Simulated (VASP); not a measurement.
# InAs (F-43m) in VASP: settings compared

Aim: see how the results for InAs move with the level of theory and the settings. Levels: LDA, PBEsol, PBE. Tasks: relaxation of cell and atoms.

Everything below comes from runs of VASP 6.6.1. Logs are shortened: lines on timing, memory, paths and dates and some standing lists are left out, and cuts for length are marked.

## (1) Starting point

It takes space group F-43m (No. 216, cubic). The conventional cell has a = 6.058 Å, b = 6.058 Å, c = 6.058 Å, α = 90.00°, β = 90.00°, γ = 90.00°. In (site symmetry -43m) is surrounded by 4 As at 2.62 Å. Around As (site symmetry -43m) lie 4 In at 2.62 Å.

The cell was built by a generator and isn't the measured one.

## (2) Relaxation of cell and atoms, LDA

The input, INCAR:

```
SYSTEM = InAs
PREC = Accurate
ENCUT = 520
EDIFF = 1E-6
ISMEAR = 0
SIGMA = 0.03
LREAL = .FALSE.
LASPH = .TRUE.
NELM = 80
ALGO = Fast
ISIF = 3
LWAVE = .FALSE.
LCHARG = .FALSE.
GGA = CA
IBRION = 2
NSW = 40
EDIFFG = -0.01
```

The input, KPOINTS:

```
Automatic mesh
0
G
  8 8 8
  0 0 0
```

The input, POSCAR:

```
InAs
1.0
    0.0000000000      3.0290000000      3.0290000000
    3.0290000000      0.0000000000      3.0290000000
    3.0290000000      3.0290000000      0.0000000000
In As
1 1
Direct
    0.0000000000      0.0000000000      0.0000000000
    0.2500000000      0.2500000000      0.2500000000
```

Potentials or basis: VASP PAW LDA potentials, release 64 (In_d, As).

Launch:

```
$ cat potpaw_LDA.64/In_d/POTCAR potpaw_LDA.64/As/POTCAR > POTCAR
$ mpirun -np 1 vasp_std > vasp.out
```

OUTCAR:

```text
SYSTEM = InAs
   PREC = Accurate
   ENCUT = 520
   EDIFF = 1E-6
   ISMEAR = 0
   LREAL = .FALSE.
   LASPH = .TRUE.
   NELM = 80
   ISIF = 3
   GGA = CA
   IBRION = 2
   NSW = 40
   EDIFFG = -0.01

 ion  position               nearest neighbor table
   1  0.000  0.000  0.000-   2 2.62   2 2.62   2 2.62   2 2.62
   2  0.250  0.250  0.250-   1 2.62   1 2.62   1 2.62   1 2.62

  LATTYP: Found a face centered cubic cell.
 ALAT       =     6.0580000000

  Lattice vectors:

 A1 = (   0.0000000000,   3.0290000000,   3.0290000000)
 A2 = (   3.0290000000,   0.0000000000,   3.0290000000)
 A3 = (   3.0290000000,   3.0290000000,   0.0000000000)

Analysis of symmetry for initial positions (statically):
=====================================================================
 Subroutine PRICEL returns:
 Original cell was already a primitive cell.

 Routine SETGRP: Setting up the symmetry group for a
 face centered cubic supercell.

 Subroutine GETGRP returns: Found 24 space group operations
 (whereof 24 operations were pure point group operations)
 out of a pool of 48 trial point group operations.

The static configuration has the point symmetry T_d .

Analysis of symmetry for dynamics (positions and initial velocities):
=====================================================================
 Subroutine PRICEL returns:
 Original cell was already a primitive cell.

 Routine SETGRP: Setting up the symmetry group for a
 face centered cubic supercell.

 Subroutine GETGRP returns: Found 24 space group operations
 (whereof 24 operations were pure point group operations)
 out of a pool of 48 trial point group operations.

The dynamic configuration has the point symmetry T_d .

 Subroutine INISYM returns: Found 24 space group operations
 (whereof 24 operations are pure point group operations),
 and found     1 'primitive' translations

----------------------------------------------------------------------------------------

                                     Primitive cell

  volume of cell :      55.5812

  direct lattice vectors                    reciprocal lattice vectors
     0.000000000  3.029000000  3.029000000    -0.165070981  0.165070981  0.165070981
     3.029000000  0.000000000  3.029000000     0.165070981 -0.165070981  0.165070981
     3.029000000  3.029000000  0.000000000     0.165070981  0.165070981 -0.165070981

  length of vectors
     4.283652880  4.283652880  4.283652880     0.285911325  0.285911325  0.285911325

  position of ions in fractional coordinates (direct lattice)
     0.000000000  0.000000000  0.000000000
     0.250000000  0.250000000  0.250000000

  ion indices of the primitive-cell ions
   primitive index   ion index
                 1           1
                 2           2

----------------------------------------------------------------------------------------

 KPOINTS: Automatic mesh

Automatic generation of k-mesh.
 Grid dimensions read from file:
 generate k-points for:    8    8    8

 Generating k-lattice:

  Cartesian coordinates                     Fractional coordinates (reciprocal lattice)
    -0.020633873  0.020633873  0.020633873     0.125000000  0.000000000  0.000000000
     0.020633873 -0.020633873  0.020633873     0.000000000  0.125000000  0.000000000
     0.020633873  0.020633873 -0.020633873     0.000000000  0.000000000  0.125000000

  Length of vectors
     0.035738916  0.035738916  0.035738916

  Shift w.r.t. Gamma in fractional coordinates (k-lattice)
     0.000000000  0.000000000  0.000000000

 Subroutine IBZKPT returns following result:
 ===========================================

 Found     29 irreducible k-points:

 Following reciprocal coordinates:
            Coordinates               Weight
  0.000000  0.000000  0.000000      1.000000
  0.125000  0.000000  0.000000      8.000000
  0.250000  0.000000  0.000000      8.000000
  0.375000  0.000000  0.000000      8.000000
  0.500000  0.000000  0.000000      4.000000
  0.125000  0.125000  0.000000      6.000000
[... 16 lines left out ...]
  0.500000  0.250000  0.125000     48.000000
 -0.375000  0.250000  0.125000     24.000000
 [... further k-points ...]
   k-points           NKPTS =     29   k-points in BZ     NKDIM =     29   number of bands    NBANDS=     13
   number of dos      NEDOS =    301   number of ions     NIONS =      2
   total plane-waves  NPLWV =  32768
   dimension x,y,z NGX =    32 NGY =   32 NGZ =   32
   dimension x,y,z NGXF=    64 NGYF=   64 NGZF=   64
   ions per type =               1   1
   NGX,Y,Z   is equivalent  to a cutoff of  12.42, 12.42, 12.42 a.u.
   NGXF,Y,Z  is equivalent  to a cutoff of  24.84, 24.84, 24.84 a.u.
 SYSTEM =  InAs
   PREC   = accura    normal or accurate (medium, high low for compatibility)
   ISTART =      0    job   : 0-new  1-cont  2-samecut
   ICHARG =      2    charge: 1-file 2-atom 10-const
   ISPIN  =      1    spin polarized calculation?
   LNONCOLLINEAR =      F non collinear calculations
   LSORBIT =      F    spin-orbit coupling
   LASPH  =      T    aspherical Exc in radial PAW
   ENCUT  =  520.0 eV  38.22 Ry    6.18 a.u.   7.96  7.96  7.96*2*pi/ulx,y,z
   NELM   =     80;   NELMIN=  2; NELMDL= -5     # of ELM steps
   EDIFF  = 0.1E-05   stopping-criterion for ELM
   LREAL  =      F    real-space projection
   EDIFFG = -.1E-01   stopping-criterion for IOM
   NSW    =     40    number of steps for IOM
   IBRION =      2    ionic relax: 0-MD 1-quasi-New 2-CG
   NFREE  =      1    steps in history (QN), initial steepest desc. (CG)
   ISIF   =      3    stress and relaxation
   ISYM   =      2    0-nonsym 1-usesym 2-fastsym
   POTIM  = 0.5000    time-step for ionic-motion
   TEBEG  =    0.0;   TEEND  =   0.0 temperature during run
   PSTRESS=    0.0 pullay stress
   NELECT =      18.0000    total number of electrons
   NUPDOWN=      -1.0000    fix difference up-down
   EMIN   =  10.00;   EMAX   =-10.00  energy-range for DOS
   EFERMI =   0.00;   METHOD = LEGACY
   ISMEAR =     0;   SIGMA  =   0.03  broadening in eV -4-tet -1-fermi 0-gaus
   EFERMI_NEDOS =   21; number of points for ismear=-14 and -15
   IALGO  =     68    algorithm
   IMIX   =      4    mixing-type and parameters
     AMIX     =   0.40;   BMIX     =  1.00
     AMIX_MAG =   1.60;   BMIX_MAG =  1.00
  volume/ion in A,a.u.               =      27.79       187.54
  Fermi-wavevector in a.u.,A,eV,Ry     =   1.124233  2.124493 17.196406  1.263900
  Thomas-Fermi vector in A             =   2.260904
   LORBIT       =      0    0 simple, 1 ext, 2 COOP (PROOUT), +10 PAW based schemes
   GGA     = CA    functional components
   LHFCALC =     F    Hartree Fock is set to
   AEXX    =    0.0000 exact exchange contribution
   IVDW    =     0    specifies the selected vdW correction
   LEPSILON=     F    determine dielectric tensor
   LRPA    =     F    only Hartree local field effects (RPA)
 conjugate gradient relaxation of ions
 non-spin polarized calculation
 RMM-DIIS sequential band-by-band and
 Gauss-broadening in eV      SIGMA  =   0.03
  energy-cutoff  :      520.00
  volume of cell :       55.58
 maximum number of plane-waves:      1524
   NGX = 15   NGY = 15   NGZ = 15

--------------------------------------- Ionic step        1  -------------------------------------------

 number of electron      17.9999990 magnetization

 Free energy of the ion-electron system (eV)
  ---------------------------------------------------
  ext. energy  EPLUGINS =         0.00000000
  ---------------------------------------------------
  free energy    TOTEN  =        -9.02421380 eV

  energy without entropy =       -9.02412341  energy(sigma->0) =       -9.02416861

------------------------ aborting loop because EDIFF is reached ----------------------------------------

  FORCE on cell =-STRESS in cart. coord.  units (eV):
  Direction    XX          YY          ZZ          XY          YZ          ZX
  --------------------------------------------------------------------------------------
  -------------------------------------------------------------------------------------
  Total       -0.2503009     -0.2503009     -0.2503009      0.0000000     -0.0000000      0.0000000
  in kB       -7.2151466     -7.2151466     -7.2151466      0.0000000     -0.0000000      0.0000000
  external PRESSURE =      -7.2151466 kB  Pullay stress =       0.0000000 kB
[... 57 lines left out ...]
  energy  without entropy=       -9.0255940645  energy(sigma->0) =       -9.02563926

--------------------------------------- Ionic step        3  -------------------------------------------

 number of electron      17.9999992 magnetization

 Free energy of the ion-electron system (eV)
  ---------------------------------------------------
  ext. energy  EPLUGINS =         0.00000000
  ---------------------------------------------------
  free energy    TOTEN  =        -9.02595417 eV

  energy without entropy =       -9.02586378  energy(sigma->0) =       -9.02590897

 E-fermi :   4.4303     XC(G=0):  -9.4461

 val. band max:        4.4212080311   @ k =   0.0000   0.0000   0.0000
 cond. band min:       5.2442601625   @ k =   0.5000   0.0000   0.0000
 fundamental gap:      0.8230521315
 Fermi energy:         4.4303449855

 k-point     1 :       0.0000    0.0000    0.0000
  band No.  band energies     occupation
      1      -9.9539      2.00000
      2      -9.9539      2.00000
      3      -9.9539      2.00000
      4      -9.8221      2.00000
      5      -9.8221      2.00000
      6      -7.5451      2.00000
      7       4.0659      2.00000
      8       4.4212      1.33334
      9       4.4212      1.33334
     10       4.4212      1.33333
     11       8.2457      0.00000
     12       8.2457      0.00000
     13       8.2457      0.00000
[... 353 lines left out ...]
 k-point    24 :      -0.3750    0.2500    0.1250
  band No.  band energies     occupation
      1     -10.1029      2.00000
      2      -9.9122      2.00000
      3      -9.8979      2.00000
      4      -9.8278      2.00000
      5      -9.8144      2.00000
      6      -5.7663      2.00000
      7      -1.3137      2.00000
      8       1.6136      2.00000
      9       2.7340      2.00000
     10       7.1370      0.00000
     11       8.3738      0.00000
     12      10.1520      0.00000
     13      11.4071      0.00000

 [... further k-points ...]
[... 5 lines left out ...]
  --------------------------------------------------------------------------------------
  -------------------------------------------------------------------------------------
  Total       -0.0003587     -0.0003587     -0.0003587      0.0000000      0.0000000     -0.0000000
  in kB       -0.0104796     -0.0104796     -0.0104796      0.0000000      0.0000000     -0.0000000
  external PRESSURE =      -0.0104796 kB  Pullay stress =       0.0000000 kB
[... 17 lines left out ...]
  FREE ENERGIE OF THE ION-ELECTRON SYSTEM (eV)
  ---------------------------------------------------
  free  energy   TOTEN  =        -9.0259541658 eV

  energy  without entropy=       -9.0258637778  energy(sigma->0) =       -9.02590897

 reached required accuracy - stopping structural energy minimisation
```

Run time: 70 s. Hardware: 1 thread of AMD EPYC 7R43 (Zen 3), shared host; peak memory 0.14 GiB.

What came out:

| Quantity | Value |
| --- | --- |
| Free energy | -9.0260 eV |
| Relaxed volume | 27.42 Å³/atom |
| Relaxed cell | a = 4.265 Å, b = 4.265 Å, c = 4.265 Å, α = 60.00°, β = 60.00°, γ = 60.00° |
| Space group after relaxing (to 0.05 Å) | F-43m (No. 216) |
| Energy gained by relaxing | 0.9 meV/atom |
| Ionic steps | 3 |
| Pressure after relaxing | 0.0 GPa |
| Band gap on the k mesh | none (metal or under the smearing width) |

Step by step:
```csv
step,energy change (eV),largest force (eV/Å),pressure (GPa),volume (Å³)
1,0.0000,0.0000,-0.72,55.58
2,-0.0015,0.0000,0.27,54.58
3,-0.0017,0.0000,0.00,54.84
```

Final structure:
```
CELL_PARAMETERS angstrom
0.00000 3.01549 3.01549
3.01549 0.00000 3.01549
3.01549 3.01549 0.00000
ATOMIC_POSITIONS crystal
In 0.00000 0.00000 0.00000
As 0.25000 0.25000 0.25000
```

Levels at points of the mesh, in eV from the Fermi level:
```
           k point  band 5  band 6  band 7  band 8  band 9  band 10  band 11  band 12  band 13
(0.00, 0.00, 0.00)  -14.25  -11.98   -0.36   -0.01   -0.01    -0.01     3.82     3.82     3.82
(0.50, 0.00, 0.00)  -14.24  -10.47   -5.89   -1.02   -1.02     0.81     4.60     4.60     6.69
(0.50, 0.50, 0.00)  -14.23   -9.92   -5.96   -2.38   -2.38     1.40     1.95     9.05     9.18
```

Caveat: this crystal is a semiconductor, whose small gap the functional closes, so the metal is an error of the method.

## (3) Relaxation of cell and atoms, PBEsol

INCAR: that of step 2 with these lines changed.

```diff
@@ -13,3 +13,3 @@
 LCHARG = .FALSE.
-GGA = CA
+GGA = PS
 IBRION = 2
```

KPOINTS is that of step 2.

POSCAR is that of step 2.

Potentials or basis: VASP PAW PBE potentials, release 64 (In_d, As).

Launch:

```
$ cat potpaw_PBE.64/In_d/POTCAR potpaw_PBE.64/As/POTCAR > POTCAR
$ mpirun -np 1 vasp_std > vasp.out
```

OUTCAR:

```text
SYSTEM = InAs
   PREC = Accurate
   ENCUT = 520
   EDIFF = 1E-6
   ISMEAR = 0
   LREAL = .FALSE.
   LASPH = .TRUE.
   NELM = 80
   ISIF = 3
   GGA = PS
   IBRION = 2
   NSW = 40
   EDIFFG = -0.01

 ion  position               nearest neighbor table
   1  0.000  0.000  0.000-   2 2.62   2 2.62   2 2.62   2 2.62
   2  0.250  0.250  0.250-   1 2.62   1 2.62   1 2.62   1 2.62

  LATTYP: Found a face centered cubic cell.
 ALAT       =     6.0580000000

  Lattice vectors:

 A1 = (   0.0000000000,   3.0290000000,   3.0290000000)
 A2 = (   3.0290000000,   0.0000000000,   3.0290000000)
 A3 = (   3.0290000000,   3.0290000000,   0.0000000000)

Analysis of symmetry for initial positions (statically):
=====================================================================
 Subroutine PRICEL returns:
 Original cell was already a primitive cell.

 Routine SETGRP: Setting up the symmetry group for a
 face centered cubic supercell.

 Subroutine GETGRP returns: Found 24 space group operations
 (whereof 24 operations were pure point group operations)
 out of a pool of 48 trial point group operations.

The static configuration has the point symmetry T_d .

Analysis of symmetry for dynamics (positions and initial velocities):
=====================================================================
 Subroutine PRICEL returns:
 Original cell was already a primitive cell.

 Routine SETGRP: Setting up the symmetry group for a
 face centered cubic supercell.

 Subroutine GETGRP returns: Found 24 space group operations
 (whereof 24 operations were pure point group operations)
 out of a pool of 48 trial point group operations.

The dynamic configuration has the point symmetry T_d .

 Subroutine INISYM returns: Found 24 space group operations
 (whereof 24 operations are pure point group operations),
 and found     1 'primitive' translations

----------------------------------------------------------------------------------------

                                     Primitive cell

  volume of cell :      55.5812

  direct lattice vectors                    reciprocal lattice vectors
     0.000000000  3.029000000  3.029000000    -0.165070981  0.165070981  0.165070981
     3.029000000  0.000000000  3.029000000     0.165070981 -0.165070981  0.165070981
[... 105 lines left out ...]
     AMIX_MAG =   1.60;   BMIX_MAG =  1.00
  volume/ion in A,a.u.               =      27.79       187.54
  Fermi-wavevector in a.u.,A,eV,Ry     =   1.124233  2.124493 17.196406  1.263900
  Thomas-Fermi vector in A             =   2.260904
   LORBIT       =      0    0 simple, 1 ext, 2 COOP (PROOUT), +10 PAW based schemes
   GGA     = PS    functional components
   LHFCALC =     F    Hartree Fock is set to
   AEXX    =    0.0000 exact exchange contribution
   IVDW    =     0    specifies the selected vdW correction
   LEPSILON=     F    determine dielectric tensor
   LRPA    =     F    only Hartree local field effects (RPA)
 conjugate gradient relaxation of ions
 non-spin polarized calculation
 RMM-DIIS sequential band-by-band and
 Gauss-broadening in eV      SIGMA  =   0.03
  energy-cutoff  :      520.00
  volume of cell :       55.58
 maximum number of plane-waves:      1524
   NGX = 15   NGY = 15   NGZ = 15

--------------------------------------- Ionic step        1  -------------------------------------------

 number of electron      17.9999990 magnetization

 Free energy of the ion-electron system (eV)
  ---------------------------------------------------
  ext. energy  EPLUGINS =         0.00000000
  ---------------------------------------------------
  free energy    TOTEN  =        -8.48405989 eV

  energy without entropy =       -8.48396950  energy(sigma->0) =       -8.48401469

 E-fermi :   4.3292     XC(G=0):  -9.2599

 val. band max:        4.3200753882   @ k =   0.0000   0.0000   0.0000
 cond. band min:       5.1812249670   @ k =   0.5000   0.0000   0.0000
 fundamental gap:      0.8611495788
 Fermi energy:         4.3292124390

 k-point     1 :       0.0000    0.0000    0.0000
  band No.  band energies     occupation
      1     -10.0040      2.00000
      2     -10.0040      2.00000
      3     -10.0040      2.00000
      4      -9.8784      2.00000
      5      -9.8784      2.00000
      6      -7.5351      2.00000
      7       4.0088      2.00000
      8       4.3201      1.33333
      9       4.3201      1.33333
     10       4.3201      1.33333
     11       8.1720      0.00000
     12       8.1720      0.00000
     13       8.1720      0.00000
[... 439 lines left out ...]
--------------------------------------- Ionic step        3  -------------------------------------------

 number of electron      17.9999992 magnetization

 Free energy of the ion-electron system (eV)
  ---------------------------------------------------
  ext. energy  EPLUGINS =         0.00000000
  ---------------------------------------------------
  free energy    TOTEN  =        -8.48665324 eV

  energy without entropy =       -8.48656285  energy(sigma->0) =       -8.48660804

 E-fermi :   4.1704     XC(G=0):  -9.1899

 val. band max:        4.1612218038   @ k =   0.0000   0.0000   0.0000
 cond. band min:       4.9880018895   @ k =   0.5000   0.0000   0.0000
 fundamental gap:      0.8267800857
 Fermi energy:         4.1703588954

 k-point     1 :       0.0000    0.0000    0.0000
  band No.  band energies     occupation
      1     -10.1306      2.00000
      2     -10.1306      2.00000
      3     -10.1306      2.00000
      4     -10.0114      2.00000
      5     -10.0114      2.00000
      6      -7.5918      2.00000
      7       3.7688      2.00000
      8       4.1612      1.33333
      9       4.1612      1.33333
     10       4.1612      1.33333
     11       8.0053      0.00000
     12       8.0053      0.00000
     13       8.0053      0.00000
[... 397 lines left out ...]
  FREE ENERGIE OF THE ION-ELECTRON SYSTEM (eV)
  ---------------------------------------------------
  free  energy   TOTEN  =        -8.4866532372 eV

  energy  without entropy=       -8.4865628491  energy(sigma->0) =       -8.48660804

 reached required accuracy - stopping structural energy minimisation
```

Wall time 78 s (1 thread of AMD EPYC 7R43 (Zen 3), shared host); peak memory 0.15 GiB.

What came out:

```
Free energy                            : -8.4867 eV
Relaxed volume                         : 28.24 Å³/atom
Relaxed cell                           : a = 4.307 Å, b = 4.307 Å, c = 4.307 Å, α = 60.00°, β = 60.00°, γ = 60.00°
Space group after relaxing (to 0.05 Å) : F-43m (No. 216)
Energy gained by relaxing              : 1.3 meV/atom
Ionic steps                            : 3
Pressure after relaxing                : 0.0 GPa
Band gap on the k mesh                 : none (metal or under the smearing width)
```

The path:
```
step  energy change (eV)  largest force (eV/Å)  pressure (GPa)  volume (Å³)
   1              0.0000                0.0000            0.95        55.58
   2             -0.0020                0.0000           -0.47        56.92
   3             -0.0026                0.0000           -0.05        56.48
```

Final structure:
```
In As
1.0
     0.00000    3.04522    3.04522
     3.04522    0.00000    3.04522
     3.04522    3.04522    0.00000
In As
1 1
Cartesian
  0.0000 0.0000 0.0000
  1.5226 1.5226 1.5226
```

Caveat: the PAW data sets were made with another functional, which shifts forces and pressure a little; this crystal is a semiconductor, whose small gap the functional closes, so the metal is an error of the method.

(Part 1 of 2 ends here.)
